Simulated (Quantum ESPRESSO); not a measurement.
**Ge under changes of volume**

One of the cells (18.524 Å³/atom); the others are scaled copies at fixed shape and fractional positions:

```xyz
2
Lattice="-2.5745 2.5745 1.3974 2.5745 -2.5745 1.3974 2.5745 2.5745 -1.3974" Properties=species:S:1:pos:R:3 pbc="T T T"
Ge    0.0000    0.0000    1.3974
Ge    2.5745    0.0000    0.6987
```

This isn't the form of Ge at room conditions, which is diamond.

* Program: Quantum ESPRESSO 7.5
* Functional: LDA
* Potentials or basis: GBRV 1.5 LDA
* Cutoff: 612 eV
* Density cutoff: 4898 eV
* k mesh: 11 × 11 × 11
* Occupations: fermi-dirac, width 0.05 eV
* Spin: no spin polarisation

```csv
volume (Å³/atom),energy over the lowest point (meV/atom),pressure (GPa)
17.413,?,?
17.783,0.00,0.6
18.154,0.29,-1.1
18.524,4.23,-2.7
18.895,11.53,-4.0
19.265,21.85,-5.2
19.636,34.86,-6.3
```

Task: What does the run at 17.413 Å³/atom give?

Result: Energy over the lowest point 3.79 meV/atom; pressure 2.4 GPa.

Worked out: A Birch-Murnaghan fit of order 3 (a polynomial in V^(-2/3)) to the other rows has its minimum at 17.94 Å³/atom with B0 = V·E''(V) = 82 GPa and B' = 4.0 at fixed shape and positions, which overstates the stiffness. It gives 3.82 meV/atom at 17.413 Å³/atom, against the run's 3.79, and -dE/dV = 2.6 GPa, against 2.4.

Energies are extrapolated to zero smearing.
